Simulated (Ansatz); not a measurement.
# C: melt and quench

The task, for C: make an amorphous cell by melting and quenching in short dynamics.

Method: DFT PBE+D3(BJ), scalar-relativistic, plane waves, PAW, in Ansatz 0.2.0.

4 further runs of the same task are left out: 4 set aside as unsound or not needed. Runs told in other sessions of the task aren't counted.

## Step 1: The system as given

The cell holds 22 atoms (C22): a = 5.918 Å, b = 5.853 Å, c = 6.064 Å, α = 93.73°, β = 95.01°, γ = 87.42°.

It is the last frame of an earlier stage of the same melt, run at 4860 K.

Coordinates:

```cif
data_structure
_symmetry_space_group_name_H-M 'P 1'
_symmetry_Int_Tables_number 1
_cell_length_a 5.9182
_cell_length_b 5.8528
_cell_length_c 6.0641
_cell_angle_alpha 93.733
_cell_angle_beta 95.006
_cell_angle_gamma 87.420
_cell_volume 208.64
loop_
_atom_site_label
_atom_site_type_symbol
_atom_site_fract_x
_atom_site_fract_y
_atom_site_fract_z
_atom_site_occupancy
C1 C 0.83885 0.41440 0.13724 1
C2 C 0.97408 0.72819 0.37634 1
C3 C 0.19949 0.82709 0.88270 1
C4 C 0.50470 0.22584 0.98565 1
C5 C 0.62621 0.08555 0.13344 1
C6 C 0.06113 0.21624 0.05223 1
C7 C 0.21819 0.30241 0.44402 1
C8 C 0.39696 0.70744 0.50425 1
C9 C 0.95045 0.51736 0.29235 1
C10 C 0.12193 0.05706 0.18530 1
C11 C 0.39862 0.41106 0.87498 1
C12 C 0.90769 0.91630 0.74072 1
C13 C 0.79758 0.82091 0.93139 1
C14 C 0.32557 0.45392 0.42530 1
C15 C 0.09763 0.11056 0.46755 1
C16 C 0.77172 0.61579 0.94677 1
C17 C 0.89225 0.14564 0.72794 1
C18 C 0.16974 0.88654 0.34704 1
C19 C 0.46360 0.78717 0.78959 1
C20 C 0.80416 0.86438 0.53258 1
C21 C 0.67212 0.97194 0.32399 1
C22 C 0.33375 0.62193 0.90965 1
```

## Step 2: Langevin stage at 2700 K

One k point, a Fermi-Dirac width of 0.233 eV and a fixed cell.

The input, input.yaml:

```yaml
crystal:
  lattice:
    - [5.911108, 0.128383, -0.259624]
    - [0.128383, 5.848267, -0.191321]
    - [-0.259624, -0.191321, 6.05548]
  atoms:
    - { symbol: C, position: [0.8388520141, 0.4143970999, 0.1372360652] }
    - { symbol: C, position: [0.9740767971, 0.7281906243, 0.3763423365] }
    - { symbol: C, position: [0.1994902424, 0.8270895027, 0.8827019974] }
    - { symbol: C, position: [0.5046968916, 0.2258389334, 0.985654855] }
    - { symbol: C, position: [0.6262121885, 0.085551719, 0.1334437819] }
    - { symbol: C, position: [0.0611338985, 0.2162352917, 0.0522308783] }
    - { symbol: C, position: [0.2181947061, 0.3024055805, 0.4440174324] }
    - { symbol: C, position: [0.396955328, 0.7074422577, 0.5042544488] }
    - { symbol: C, position: [0.9504490935, 0.5173593446, 0.2923457721] }
    - { symbol: C, position: [0.1219283272, 0.0570612445, 0.1853010505] }
    - { symbol: C, position: [0.3986159066, 0.4110556072, 0.87498107] }
    - { symbol: C, position: [0.9076936316, 0.9163048344, 0.7407207419] }
    - { symbol: C, position: [0.7975768, 0.8209120338, 0.9313942123] }
    - { symbol: C, position: [0.3255655507, 0.4539208034, 0.4252992313] }
    - { symbol: C, position: [0.0976259574, 0.110559551, 0.4675521587] }
    - { symbol: C, position: [0.7717163461, 0.6157932039, 0.9467698063] }
    - { symbol: C, position: [0.8922528851, 0.1456357456, 0.7279434114] }
    - { symbol: C, position: [0.1697384782, 0.8865409938, 0.3470416378] }
    - { symbol: C, position: [0.4635970666, 0.7871698265, 0.7895875069] }
    - { symbol: C, position: [0.8041595195, 0.8643764829, 0.5325801881] }
    - { symbol: C, position: [0.6721236528, 0.9719396759, 0.323993095] }
    - { symbol: C, position: [0.3337475608, 0.6219322828, 0.9096511538] }
  symmetry: { detect: false }
basis:
  ecutwfc: 420
  xc_grid: 1
kpoints:
  mp_grid: { grid: [1, 1, 1], shift: [0.25, 0.25, 0.25] }
hamiltonian:
  xc: pbe
  dispersion: d3bj
scf:
  occupations: { method: fermi_dirac, width: 0.2327 }
  lower_state_search: "off"
  convergence: { dr2_threshold: 1.0e-05 }
output:
  forces: true
  stress: true
md:
  timestep: 2.0
  n_steps: 139
  ensemble: nvt_langevin
  friction: 0.015
  temperature: 2700.0
  initial_velocities: maxwell_boltzmann
  seed: 43991
```

Command:

```console
$ ansatz run input.yaml --threads 2 --pin off --max-ram 5120MiB --backend cpu --events-out ev --progress --plain --runs-dir out
```

Log, cut to the lines that bear on the results:

```text
Warning: scf.convergence.dr2_threshold = 1e-5 eV is looser than this run's default, which is 1e-7 eV or tighter. The error in the forces grows as the threshold's square root, so leave the key out unless less accurate forces are enough
Warning: output.stress: scf.convergence.dr2_threshold = 1e-5 eV is looser than the 2.2e-9 eV advised for a printed stress (1e-10 eV for each atom of the cell: 22). What an SCF threshold leaves in a stress goes as its square root, and in the free energy as the threshold itself, and one [...]
Warning: RAYON_NUM_THREADS=2 ignored (pool sized by the plan → 2); use --threads N
band count auto-derived: 69 (N_el = 88.0; filled up to band 44; 66 by the electrons, moments and atoms)
[...]
Pseudopotentials: kind: paw
Pseudopotential: C, paw, valence charge 4, recommended cutoff 420 eV (normal), C.paw.azcp
Functional definition: PBE
[...]
Crystal: 22 atoms, lattice volume = 208.639 Å³
Basis set: ecut = 420 eV, 4079 PW (Γ)
Bands: 69, of which v1, the nominal top of the filled ones, is band 44 counted from 1 (43 counted from 0)
Symmetry: 1 space group operations
k-points: 1
[...]
SCF iter   1: F=—  HF=-5476.806104 eV  |F-HF|=—  |Δ(HF+E_count)|=         —  Δρ=1.97e-2  dr2=1.41e0  ethr=1.77e-3  ⟨swp⟩=6.0  Hψ=302  notcnv=0
[...]
md step     0: t =     0.00 fs  T =  2577.3 K  F+E_penalty+E_count = -5476.59923416 eV  E_kin = 7.329042 eV  P_inst = 3.2579 GPa  (6 SCF iters)
[...]
md step    12: t =    24.00 fs  T =  4126.1 K  F+E_penalty+E_count = -5483.39905694 eV  E_kin = 11.733373 eV  P_inst = 10.8217 GPa  (5 SCF iters, 3 dispersion substeps)
[...]
md step    24: t =    48.00 fs  T =  3307.3 K  F+E_penalty+E_count = -5482.47349920 eV  E_kin = 9.404953 eV  P_inst = 10.0906 GPa  (5 SCF iters, 3 dispersion substeps)
[...]
md step    36: t =    72.00 fs  T =  4480.4 K  F+E_penalty+E_count = -5488.60499707 eV  E_kin = 12.740942 eV  P_inst = 8.5516 GPa  (6 SCF iters, 3 dispersion substeps)
[...]
md step    47: t =    94.00 fs  T =  3677.5 K  F+E_penalty+E_count = -5486.25963409 eV  E_kin = 10.457792 eV  P_inst = -1.5071 GPa  (5 SCF iters, 3 dispersion substeps)
md step    48: t =    96.00 fs  T =  3601.7 K  F+E_penalty+E_count = -5486.10442385 eV  E_kin = 10.242168 eV  P_inst = -1.3304 GPa  (6 SCF iters, 3 dispersion substeps)
```

## Step 3: The log goes on: Langevin dynamics at 2700 K from the last frame before

The log, continued, cut to the lines that bear on the results:

```text
md step    49: t =    98.00 fs  T =  3792.7 K  F+E_penalty+E_count = -5487.39419266 eV  E_kin = 10.785389 eV  P_inst = -3.7389 GPa  (6 SCF iters, 3 dispersion substeps)
[...]
md step    71: t =   142.00 fs  T =  2919.3 K  F+E_penalty+E_count = -5486.42161419 eV  E_kin = 8.301681 eV  P_inst = 11.2970 GPa  (5 SCF iters, 3 dispersion substeps)
[...]
md step    93: t =   186.00 fs  T =  3180.7 K  F+E_penalty+E_count = -5489.36387743 eV  E_kin = 9.045001 eV  P_inst = 5.4504 GPa  (6 SCF iters, 3 dispersion substeps)
[...]
md step   115: t =   230.00 fs  T =  2425.4 K  F+E_penalty+E_count = -5490.40373063 eV  E_kin = 6.897145 eV  P_inst = 11.7599 GPa  (6 SCF iters, 3 dispersion substeps)
[...]
md step   137: t =   274.00 fs  T =  3170.3 K  F+E_penalty+E_count = -5493.06176463 eV  E_kin = 9.015442 eV  P_inst = 7.3390 GPa  (6 SCF iters, 3 dispersion substeps)
[...]
SCF converged after 7 iterations
Free energy (F): -5493.594332 eV
[...]
E sigma→0 (E₀):  -5493.179421 eV
Entropy (-TS):   -0.829821 eV (-37.719 meV/atom)
Fermi energy:    6.312575 eV
[...]
--- Forces (eV/Å), atoms counted from 1 ---
  atom   1  C      0.74527036    -1.72032929     0.81694280
  atom   2  C      8.45884925     3.69120851     2.14160409
  atom   3  C      2.66676056     1.80467503    -3.42532391
  atom   4  C      4.56878611    -3.28457084    -7.44415423
  atom   5  C     -2.09815019    -0.14549796     0.01871311
  atom   6  C     -1.84947060     1.08889466     0.75280347
  atom   7  C      0.29932181     1.23106637     2.68121042
  atom   8  C      1.48830079     0.12025415    -0.49895234
[...]
--- Stress (GPa, compression-positive) ---
        8.662602      -4.473414       0.204169
       -4.473410       4.725011       7.752712
        0.204175       7.752710      -4.688124
  P = ⅓ Tr σ = 2.8998 GPa (28.998 kbar)
--- MD trajectory: 139 steps, t = 0.0 → 278.0 fs ---
  final state: T = 3177.2 K   F+E_penalty+E_count = -5493.59433201 eV   E_kin = 9.035110 eV
```

It took 5.2 min on 2 threads of Intel Xeon at 2.50GHz (Skylake/Cascade Lake), shared host; peak memory 0.38 GiB.

## Step 4: What the atoms did

The trajectory, every 6 steps (energies from step 0); msd is the mean square displacement from the start, the centre of mass held:

| time (fs) | T (K) | potential energy change (meV/atom) | pressure (GPa) | msd C (Å²) |
| --- | --- | --- | --- | --- |
| 0.0 | 2577 | 0.0 | 3.3 | 0.000 |
| 12.0 | 3958 | -185.5 | -3.5 | 0.083 |
| 24.0 | 4126 | -309.1 | 10.8 | 0.264 |
| 36.0 | 3308 | -214.4 | 6.7 | 0.467 |
| 48.0 | 3307 | -267.0 | 10.1 | 0.590 |
| 60.0 | 3122 | -294.1 | 4.4 | 0.642 |
| 72.0 | 4480 | -545.7 | 8.6 | 0.679 |
| 84.0 | 3526 | -437.8 | 4.9 | 0.639 |
| 96.0 | 3602 | -432.1 | -1.3 | 0.685 |
| 108.0 | 3377 | -423.7 | -0.7 | 0.747 |
| 120.0 | 3167 | -429.4 | 1.2 | 0.805 |
| 132.0 | 3781 | -504.7 | 3.0 | 0.840 |
| 144.0 | 3209 | -478.6 | 12.9 | 0.895 |
| 156.0 | 4911 | -648.5 | 11.1 | 1.053 |
| 168.0 | 3779 | -551.2 | 4.1 | 1.128 |
| 180.0 | 3152 | -500.9 | 10.1 | 1.197 |
| 192.0 | 3132 | -630.4 | 3.6 | 1.348 |
| 204.0 | 3852 | -670.1 | 13.4 | 1.406 |
| 216.0 | 2456 | -561.8 | 22.5 | 1.308 |
| 228.0 | 2472 | -642.9 | 9.6 | 1.415 |
| 240.0 | 2876 | -699.5 | 14.6 | 1.349 |
| 252.0 | 3003 | -596.7 | 13.8 | 1.378 |
| 264.0 | 2853 | -650.4 | 6.8 | 1.433 |
| 276.0 | 3543 | -775.0 | 7.6 | 1.566 |
| 278.0 | 3177 | -772.5 | 7.5 | 1.587 |

time (fs), T (K) and a bar:
```
      0.0       2577 ##
     12.0       3958 ##################
     24.0       4126 ####################
     36.0       3308 ##########
     48.0       3307 ##########
     60.0       3122 ########
     72.0       4480 ########################
     84.0       3526 #############
     96.0       3602 ##############
    108.0       3377 ###########
    120.0       3167 #########
    132.0       3781 ################
    146.0       3583 ##############
    158.0       4993 ##############################
    170.0       4045 ###################
    182.0       2913 ######
    194.0       2939 ######
    206.0       3647 ##############
    218.0       2796 ####
    230.0       2425 
    242.0       2619 ##
    254.0       3991 ##################
    266.0       2999 #######
    278.0       3177 #########
```

Bonds that form or break, judged by distance (formed within 1.15 times the sum of covalent radii and held on average over 12 fs, broken when stretched by half; pairs already stretched at the start don't count as bonds):

| time (fs) | bond | event |
| --- | --- | --- |
| 20.0 | C15–C17 | forms |
| 22.0 | C12–C20 | breaks |
| 26.0 | C6–C17 | forms |
| 26.0 | C10–C15 | breaks |
| 60.0 | C5–C10 | forms |
| 60.0 | C9–C20 | forms |
| 62.0 | C10–C15 | forms |
| 62.0 | C15–C17 | breaks |
| 64.0 | C7–C22 | forms |
| 70.0 | C2–C3 | forms |
| 70.0 | C8–C21 | forms |
| 88.0 | C3–C19 | breaks |
| 94.0 | C13–C19 | forms |
| 96.0 | C4–C14 | forms |

15 more events follow.

Pair distribution over the second half of the run:

| r (Å) | g C–C |
| --- | --- |
| 0.68 | 0.00 |
| 0.84 | 0.00 |
| 1.00 | 0.00 |
| 1.16 | 0.37 |
| 1.32 | 2.47 |
| 1.48 | 2.79 |
| 1.64 | 0.91 |
| 1.80 | 0.23 |
| 1.96 | 0.19 |
| 2.12 | 0.28 |
| 2.28 | 0.81 |
| 2.44 | 1.42 |
| 2.60 | 1.41 |
| 2.76 | 1.11 |

First peaks of g(r) that rise above 1 (not always the tallest), and, where a minimum follows, the mean number of second-named atoms round a first-named one up to the next minimum:

| pair | peak (Å) | height | minimum (Å) | neighbours |
| --- | --- | --- | --- | --- |
| C–C | 1.40 | 3.2 | 1.96 | 3.0 |

## Step 5: Snapshots as a file

Positions (Å) and forces (eV/Å):

```xyz
22
Lattice="5.911 0.128 -0.260 0.128 5.848 -0.191 -0.260 -0.191 6.055" Properties=species:S:1:pos:R:3:forces:R:3 pbc="T T T" time_fs=56.0 T=3230 dE=-6.5506
C     5.651    2.933    0.220   -0.535   -1.144   -1.015
C     5.790    4.664    2.132    2.512   -0.315   -0.442
C     0.689    4.206    3.937   -1.105   -0.618    3.020
C     2.459    1.183    6.012    0.840    5.450   -4.890
C     2.542    0.600    0.926   -2.457   -0.413    2.541
C     0.178    1.496    0.414   -1.052   -2.056   -5.151
C     1.849    1.876    2.933    0.107    5.484   -0.291
C     2.291    4.521    2.470   -0.450   -0.785    0.965
C     5.593    3.424    1.533   -3.888    2.236    0.108
C     0.823    0.898    1.438    4.238   -5.316    2.234
C     1.858    2.253    5.616   -0.337    1.122   -2.407
C     5.389    5.215    4.377    3.055    0.056   -0.911
C     4.216    4.577    4.781    0.395   -2.379    0.910
C     2.315    3.159    2.429   -0.913   -5.034    0.703
C     1.029    0.806    3.236   -0.553   -1.288   -1.070
C     4.798    3.511    5.317   -1.880    0.449    0.179
C     5.989    0.482    4.752   -1.165    3.831    2.126
C     1.128    5.441    2.046   -3.304    1.938    1.829
C     2.183    4.474    4.035   -0.825   -0.203   -2.187
C     4.303    4.633    1.311    4.527   -0.326    3.207
C     3.561    5.702    1.289    1.430   -3.168    1.325
C     1.335    2.893    4.480    1.361    2.482   -0.783
22
Lattice="5.911 0.128 -0.260 0.128 5.848 -0.191 -0.260 -0.191 6.055" Properties=species:S:1:pos:R:3:forces:R:3 pbc="T T T" time_fs=112.0 T=3362 dE=-9.8351
C     5.243    3.075    0.038   -0.041    0.720    2.982
C     6.189    4.804    2.473   -2.203    2.045   -5.465
C     0.449    4.215    4.039    1.333   -0.418   -1.257
C     2.377    2.396    6.252    0.022   -0.538    1.873
C     2.860    0.699    0.593   -6.278    4.119   -3.320
C    -0.169    1.647   -0.082    0.953    3.718    2.713
C     1.628    2.410    2.342    4.493    6.018    3.727
C     3.006    4.752    2.160   -2.722   -0.995   -2.047
C     5.285    3.757    1.358    0.044    2.153   -1.344
C     1.258    0.551    0.897    2.612    0.792    1.070
C     2.370    2.628    4.935    2.054    1.923   -1.894
C     5.100    4.996    4.408    7.656    5.250    1.788
C     4.052    4.190    4.143   -1.926    0.383    3.698
C     2.586    3.160    1.492   -1.774   -0.253    0.090
C     1.108    1.216    2.215   -0.817   -4.248   -1.935
C     3.883    3.385    5.262   -1.221   -3.504   -1.560
C     5.150    0.638    5.026   -2.397   -8.153   -4.798
C     1.303    5.561    1.883   -1.151    0.341    2.362
C     3.072    4.929    3.547   -2.448   -2.516   -0.747
C     4.639    5.138    1.811    2.900   -3.973   -1.257
C     3.778    5.998    1.163    3.231   -2.494    1.649
C     1.730    3.221    3.734   -2.322   -0.372    3.669
22
Lattice="5.911 0.128 -0.260 0.128 5.848 -0.191 -0.260 -0.191 6.055" Properties=species:S:1:pos:R:3:forces:R:3 pbc="T T T" time_fs=166.0 T=3092 dE=-11.1763
C     4.982    2.900   -0.021   -4.132    1.335   -1.801
C     6.090    4.736    1.614   -4.149    1.133   -1.818
C     0.163    3.737    3.624   -6.192    7.876   -1.636
C     2.370    2.257    6.884   -1.456    3.740   -3.748
C     2.763    1.007    0.794   -1.867    2.996    1.638
C    -0.881    1.442    0.166    2.472   -5.551   -3.440
C     1.378    2.598    2.800    2.886    2.564    2.581
C     2.433    4.603    2.409    5.378    4.625    3.538
C     5.456    4.020    0.416    1.057    5.256    5.884
C     1.422    0.772    1.544    4.020   -3.525   -2.414
C     2.093    2.902    5.401    3.979    1.304   -1.859
C     5.494    4.963    4.322   -3.348    2.321    0.461
C     4.173    4.252    4.388   -4.416    3.238   -3.691
C     2.315    3.389    1.817   -1.270   -7.793    2.230
C     0.797    1.460    2.512   -1.347   -1.341   -0.621
C     3.511    3.187    5.137   -0.224    0.910   -0.577
C     5.315    0.583    4.763    0.788   -2.442    0.395
C     1.380    5.375    2.023   -2.257    0.532   -1.580
C     3.285    5.204    3.499    0.076   -4.414   -1.039
C     4.847    5.298    0.921    1.670   -2.159   -1.485
C     4.213    6.516    0.137   -1.329   -3.377    5.075
C     1.090    3.235    4.223    9.660   -7.228    3.907
22
Lattice="5.911 0.128 -0.260 0.128 5.848 -0.191 -0.260 -0.191 6.055" Properties=species:S:1:pos:R:3:forces:R:3 pbc="T T T" time_fs=222.0 T=2936 dE=-14.6070
C     4.860    3.182    0.089   -1.092    0.154   -0.759
C     5.760    4.822    1.932   -3.796    1.256    1.547
C    -0.466    4.937    3.951   -2.513   -4.998   -4.131
C     2.364    1.841    6.955   -2.283    9.684    0.918
C     2.644    0.698    0.781   -0.430   -1.083    0.939
C    -0.814    1.565    0.331   -1.230    2.934   -1.483
C     1.681    2.098    3.098   -0.689   -0.594    4.656
C     2.157    4.329    2.393   -0.884   -1.520   -2.935
C     4.838    3.918    1.305   -2.626    2.606   -0.979
C     1.339    0.360    1.463    2.722    0.402   -1.769
C     2.168    2.461    5.701    1.502    0.235    1.502
C     6.265    5.828    4.241   -0.272    7.087    4.872
C     4.217    4.202    3.833    0.503    1.626    0.076
C     2.208    2.909    2.168    1.227   -2.222   -3.155
C     0.926    1.178    2.448   -0.942   -0.887    2.112
C     3.923    3.576    5.027    1.843   -0.045   -0.756
C     5.785    1.209    5.222    1.836   -5.707   -3.191
C     1.083    5.018    1.821    4.864   -1.437    0.916
C     3.482    4.532    2.384    4.745   -0.890    2.452
C     4.783    5.501    1.066    0.042   -4.379    4.153
C     4.284    6.615    0.507   -0.442   -1.916   -1.421
C     1.766    2.239    4.552   -2.086   -0.306   -3.564
22
Lattice="5.911 0.128 -0.260 0.128 5.848 -0.191 -0.260 -0.191 6.055" Properties=species:S:1:pos:R:3:forces:R:3 pbc="T T T" time_fs=278.0 T=3177 dE=-16.9951
C     4.848    3.056    0.010    0.745   -1.720    0.817
C     6.135    4.052    1.999    8.459    3.691    2.142
C     0.001    4.477    3.788    2.667    1.805   -3.425
C     1.634    2.364    6.984    4.569   -3.285   -7.444
C     2.581    1.252    1.253   -2.098   -0.145    0.019
C    -0.997    1.301    0.338   -1.849    1.089    0.753
C     1.458    2.134    3.219    0.299    1.231    2.681
C     2.435    3.864    1.984    1.488    0.120   -0.499
C     4.941    4.032    1.414   -4.971   -1.016   -8.185
C     1.582    0.412    1.876   -1.029   -4.066    2.577
C     1.823    2.717    5.535   -1.612    0.319    1.211
C     6.314    5.905    4.088   -1.960    0.459   -1.576
C     4.615    4.092    3.672   -2.530   -2.510    4.195
C     1.341    2.918    2.094   -3.642   -0.942    2.142
C     1.274    0.907    3.596   -2.747   -7.065   -3.004
C     4.568    3.305    4.826   -1.130    2.408   -1.601
C     5.129    0.414    5.201    3.375    0.642   -0.783
C     1.494    4.759    1.667   -1.463    7.786    0.275
C     3.801    4.084    2.333    0.349    2.136    0.708
C     4.190    5.279    1.269    0.673    0.060    1.539
C     3.980    6.615    0.826    2.053   -2.131   -0.628
C     1.720    2.943    4.259    0.354    1.133    8.085
```

## Step 6: The stages side by side

Means over the second half of each stage, earlier sessions' stages included (the first, hottest stages at a lower cutoff are left out); the pressure holds its kinetic part:

| thermostat (K) | duration (fs) | mean T (K) | mean P (GPa) | mean potential energy over the last stage (meV/atom) | largest msd at the end (Å²) | wall time |
| --- | --- | --- | --- | --- | --- | --- |
| 6750 | 418 | 7892 | 10.9 | 664 | 10.93 | 9.1 min |
| 4860 | 292 | 6390 | 7.4 | 561 | 5.32 | 6.1 min |
| 2700 | 278 | 3351 | 10.8 | 0 | 1.59 | 5.2 min |

## Step 7: What came out

| quantity | value |
| --- | --- |
| 2700 K: length | 139 steps of 2 fs |
| 2700 K: temperature, first and last step | 2577 and 3177 K |
| 2700 K: temperature, second half | mean 3351 K, from 2425 to 4993 K |

In words: Against a set 2700 K the second half averages 3351 K with a spread of 544 K (in equilibrium 22 atoms would scatter by about 470 K, over a far longer run); the potential energy of that half lies 624 meV/atom under the start, so the atoms have moved to lower-lying arrangements, and the energy set free heats the cell. The set temperature drops by 4050 K in 570 fs, about 7×10^15 K/s: far faster than any laboratory quench, and in so small a cell the end may be disordered or ordered by chance. A run of 278 fs with 22 atoms shows the motion but fixes no equilibrium value. Near these geometries the D3 coefficients change with coordination, as the log warns; steps in energy, slope or pressure can stem from that.
